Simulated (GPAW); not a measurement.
**HgS (Cinnabar): one start, several treatments of the self-energy**

It takes space group P3_221 (No. 154, trigonal). Conventional cell: a = 4.145 Å, b = 4.145 Å, c = 9.496 Å, α = 90.00°, β = 90.00°, γ = 120.00°. Hg has 2 S at 2.37 Å nearest. S has 2 Hg at 2.37 Å nearest. Farther neighbours and most contacts between anions are not listed.

```xyz
6
Lattice="4.1450 0.0000 0.0000 -2.0725 3.5897 0.0000 0.0000 0.0000 9.4960" Properties=species:S:1:pos:R:3 pbc="T T T"
Hg    2.9836    0.0000    6.3307
Hg   -1.4918    2.5838    3.1653
Hg    0.5807    1.0058    0.0000
S     2.0265    0.0000    1.5827
S    -1.0132    1.7550    7.9133
S     1.0593    1.8347    4.7480
```

```
method                                  : DFT, PBE, plane waves, PAW (and 1 further level or step)
program                                 : GPAW 26.7.0
settings of one run                     : cutoff 450 eV, GPAW PAW setups 1.2.1 data release, 3×3×2 k-mesh, nbands 123
cost                                    : 4 runs, 2.8 min in all on 4 MPI ranks of Arm Neoverse V1, shared host (the runs of this entry)
notes                                   : The cell and positions come from the Crystallography Open Database and are kept as given unless a step says otherwise. Limits: no spin-orbit coupling. Bands and cutoff are finite, so the gap is not at the basis limit. The miss can reach some tenths of an eV and take either sign; the mesh is an error of its own. The 3×3×2 mesh is coarse for this cell, which bears on the long-range parts of exchange and screening.
G0W0, Godby-Needs plasmon pole          : 2.307 eV
G0W0, full frequency, Hilbert transform : 2.285 eV
G0W0, multipole                         : 2.284 eV
known limits                            : not at the basis limit; no spin-orbit coupling; coarse k mesh
```

G0W0, full frequency, Hilbert transform: −0.023 eV against G0W0, Godby-Needs plasmon pole. G0W0, multipole: −0.023 eV against G0W0, Godby-Needs plasmon pole.

[Paths, hosts, dates, memory and timing lines, banners, echoed tables and standing remarks are left out of the program output.]

[Logs are printed without paths, hosts, clocks, repeated set-up lines and the standing remarks that a program may print on its own settings, such as how far it seeks lower states.]

[Runs of the session that timed out or met a known fault of the program may be left out.]

[Hosts, paths, dates, database ids (printed as entryN), source tags and the programs' standing remarks are cut or masked in the printed files.]
